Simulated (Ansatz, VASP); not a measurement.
## TiO2 (Rutile): VASP beside Ansatz

```xyz
6
Lattice="4.6435 0.0000 0.0000 0.0000 4.6435 0.0000 0.0000 0.0000 2.9637" Properties=species:S:1:pos:R:3 pbc="T T T"
Ti    0.0000    0.0000    0.0000
Ti    2.3218    2.3218    1.4818
O     1.4168    1.4168    0.0000
O     0.9049    3.7386    1.4818
O     3.2267    3.2267    0.0000
O     3.7386    0.9049    1.4818
```

Alike in both runs: functional PBE; k mesh 6 × 6 × 10; occupations fermi-dirac, width 0.02 eV; no spin polarisation.

Ansatz relaxed the structure, and its values are those at the end. VASP's run is a single point on that final structure, the one shown.

|  | VASP | Ansatz |
| --- | --- | --- |
| version | VASP 6.6.1 | Ansatz 0.2.0 |
| potentials or method | VASP PAW PBE potentials, release 64 (Ti_sv, O) | PAW plane waves |
| plane-wave cutoff (eV) | 520 | 420 |
| valence electrons in the cell | 48 | 48 |

|  | VASP | Ansatz | Ansatz less VASP |
| --- | --- | --- | --- |
| gap on the k mesh at the Fermi level (eV) | 1.84 | 1.86 | +0.028 |
| pressure (GPa) | 0.7 | 0.0 | -0.65 |
| rms of the force components (eV/Å) | 0.013 | 0.000 | -0.0129 |

A k mesh can miss the band edges. Expect the measured gap to be larger: semilocal functionals such as PBE lack the derivative discontinuity.
